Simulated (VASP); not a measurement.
# CaO in VASP 6.6.1, single-point calculation

INCAR

```
ENCUT = 520
NBANDS = 15
GGA = PE
ISIF = 2
EDIFF = 1E-7
LWAVE = .FALSE.
LREAL = .FALSE.
NELM = 58
LASPH = .TRUE.
PREC = Accurate
ISMEAR = -1
LCHARG = .FALSE.
IBRION = -1
SIGMA = 0.02
NSW = 0
AMIX = 0.1
```

KPOINTS

```
KPOINTS created by Atomic Simulation Environment
0
Gamma
10 10 10
0 0 0
```

POSCAR

```
Ca O
 1.0000000000000000
     0.0000000000000000    2.3735746124000001    2.4095378640999998
     2.3735746124000001    0.0000000000000000    2.4095378640999998
     2.3735746124000001    2.3735746124000001    0.0000000000000000
 Ca  O
   1   1
Cartesian
  0.0000000000000000  0.0000000000000000  0.0000000000000000
  2.3735746124000006  2.3735746124000006  2.4095378640999998
```

The recommended PBE PAW datasets give the neutral cell 16 valence electrons.

Command

```
mpirun -np 1 vasp_std
```

OSZICAR

```
N       E                     dE             d eps       ncg     rms          rms(c)
DAV:   1     0.125006528903E+03    0.12501E+03   -0.84475E+03  3060   0.110E+03
DAV:   2    -0.914789523770E+01   -0.13415E+03   -0.12460E+03  3761   0.291E+02
DAV:   3    -0.143607371311E+02   -0.52128E+01   -0.51764E+01  3629   0.595E+01
DAV:   4    -0.144999710744E+02   -0.13923E+00   -0.13915E+00  4314   0.880E+00
DAV:   5    -0.145014591095E+02   -0.14880E-02   -0.14880E-02  3577   0.848E-01    0.857E+00
DAV:   6    -0.135493612448E+02    0.95210E+00   -0.39181E-01  3543   0.647E+00    0.605E+00
DAV:   7    -0.128062204871E+02    0.74314E+00   -0.20431E+00  3660   0.136E+01    0.276E+00
DAV:   8    -0.129914712251E+02   -0.18525E+00   -0.71162E-01  3530   0.880E+00    0.312E+00
DAV:   9    -0.127888618278E+02    0.20261E+00   -0.27823E-01  3823   0.532E+00    0.647E-01
DAV:  10    -0.127844265141E+02    0.44353E-02   -0.59263E-02  3229   0.205E+00    0.203E-01
DAV:  11    -0.127857494162E+02   -0.13229E-02   -0.80808E-03  3207   0.764E-01    0.237E-01
DAV:  12    -0.127849021991E+02    0.84722E-03   -0.63033E-03  3803   0.810E-01    0.182E-01
DAV:  13    -0.127847175322E+02    0.18467E-03   -0.33606E-04  3340   0.192E-01    0.115E-01
DAV:  14    -0.127846425937E+02    0.74938E-04   -0.49325E-04  3298   0.187E-01    0.104E-02
DAV:  15    -0.127846448185E+02   -0.22248E-05   -0.20718E-05  3620   0.438E-02    0.661E-03
DAV:  16    -0.127846448721E+02   -0.53587E-07   -0.43540E-07  3897   0.669E-03
   1 F= -.12784645E+02 E0= -.12784645E+02  d E =-.290222E-10
```

From OUTCAR

```
k-points           NKPTS =    102   k-points in BZ     NKDIM =    102   number of bands    NBANDS=     15

   NELECT =      16.0000    total number of electrons

   dimension x,y,z NGX =    28 NGY =   28 NGZ =   28
   dimension x,y,z NGXF=    56 NGYF=   56 NGZF=   56

  energy-cutoff  :      520.00
  volume of cell :       27.15
      direct lattice vectors                 reciprocal lattice vectors
     0.000000000  2.373574612  2.409537864    -0.210652742  0.210652742  0.207508671
     2.373574612  0.000000000  2.409537864     0.210652742 -0.210652742  0.207508671
     2.373574612  2.373574612  0.000000000     0.210652742  0.210652742 -0.207508671

 k-points in reciprocal lattice and weights: KPOINTS created by Atomic Simulation Env
   0.00000000  0.00000000  0.00000000       0.001
   0.10000000 -0.00000000  0.00000000       0.008
   0.20000000 -0.00000000  0.00000000       0.008
   0.30000000  0.00000000  0.00000000       0.008
   0.40000000  0.00000000  0.00000000       0.008
   0.50000000 -0.00000000  0.00000000       0.004
   0.10000000  0.10000000  0.00000000       0.002
   0.20000000  0.10000000  0.00000000       0.008
   ...

 E-fermi :   2.8494

 k-point     1 :       0.0000    0.0000    0.0000
  band No.  band energies     occupation
      1     -35.0690      2.00000
      2     -15.8235      2.00000
      3     -15.8126      2.00000
      4     -15.8126      2.00000
      5     -13.0986      2.00000
      6       2.4516      2.00000
      7       2.4908      2.00000
      8       2.4909      2.00000
      9       7.3633      0.00000
     10       8.6881      0.00000
     11       8.7928      0.00000
     12       8.7928      0.00000
     13      10.2406      0.00000
     14      10.3697      0.00000
     15      17.6904      0.00000

 k-point     2 :       0.1000   -0.0000    0.0000
  band No.  band energies     occupation
      1     -35.0583      2.00000
      2     -15.9751      2.00000
      3     -15.8263      2.00000
      4     -15.8173      2.00000
      5     -12.9335      2.00000
      6       2.1115      2.00000
      7       2.3222      2.00000
      8       2.3442      2.00000
      9       7.8227      0.00000
     10       8.7170      0.00000
     11       8.9114      0.00000
     12       8.9650      0.00000
     13      10.4882      0.00000
     14      10.6220      0.00000
     15      18.1040      0.00000

 k-point     3 :       0.2000   -0.0000    0.0000
  band No.  band energies     occupation
      1     -35.0300      2.00000
      2     -16.3281      2.00000
      3     -15.8430      2.00000
      4     -15.8294      2.00000
      5     -12.5630      2.00000
      6       1.3285      2.00000
      7       1.9773      2.00000
      8       1.9933      2.00000
      9       8.6763      0.00000
     10       8.9539      0.00000
     11       9.3993      0.00000
     12       9.4409      0.00000
     13      11.1293      0.00000
     14      11.2741      0.00000
     15      18.7237      0.00000

 ...

  Total        0.9980002      0.9980002      0.5379096      0.0000000      0.0000000      0.0000000
  in kB       58.8940872     58.8940872     31.7431744      0.0000000      0.0000000      0.0000000
  external PRESSURE =      49.8437829 kB  Pullay stress =       0.0000000 kB

 POSITION                                       TOTAL-FORCE (eV/Angst)
 -----------------------------------------------------------------------------------
      0.00000      0.00000      0.00000         0.000000     -0.000000     -0.000000
      2.37357      2.37357      2.40954        -0.000000      0.000000      0.000000
 -----------------------------------------------------------------------------------
    total drift:                                0.000000      0.000000      0.000000

  FREE ENERGIE OF THE ION-ELECTRON SYSTEM (eV)
  ---------------------------------------------------
  free  energy   TOTEN  =       -12.7846448721 eV

  energy  without entropy=      -12.7846448720  energy(sigma->0) =      -12.78464487
```

It converged. Results: gap between bands v and c on the k mesh 3.60 eV; least direct gap on the k mesh 3.98 eV; pressure 5.0 GPa. Band v is the last that the valence electrons fill when counted band by band, and c is the next.

For comparison, a separate PBE run of the intended cell, on usual settings and not on those above, gives a gap of 3.60 eV on its mesh and a pressure of 5.0 GPa.

The run above took about 37 s on one core of a shared host (Intel Xeon Platinum 8488C) and held 0.19 GiB at most.
